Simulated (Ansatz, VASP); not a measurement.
One calculation of Ag, two programs

```xyz
1
Lattice="-1.6674 1.7097 1.6780 1.6448 -1.6625 1.6082 1.6497 1.6448 -1.6308" Properties=species:S:1:pos:R:3 pbc="T T T"
Ag   -0.0324    0.0239   -0.0218
```

Change from the starting cell: cell strained at random at fixed volume.

Alike in both runs: task single point; functional PBE; k mesh 11 × 11 × 11; occupations fermi-dirac, width 0.05 eV; no spin polarisation.

```csv
,VASP,Ansatz
version,VASP 6.6.1,Ansatz 0.2.0
potentials or method,"VASP PAW PBE potentials, release 64 (Ag)",Ansatz PAW
plane-wave cutoff (eV),520,420
valence electrons in the cell,11,19
```

Ansatz gave:

| Item | Value |
| --- | --- |
| gap on the k mesh at the Fermi level (eV) | none |
| pressure (GPa) | -0.8 |
| largest component of the traceless stress (GPa) | 1.55 |

Task: Which values does VASP return?

Result: gap on the k mesh at the Fermi level (eV): none; pressure (GPa): -0.9; largest component of the traceless stress (GPa): 1.54.

A gap of «none» marks a metal or a gap that the smearing closes. The two sets of potentials don't hold the same shells in valence.
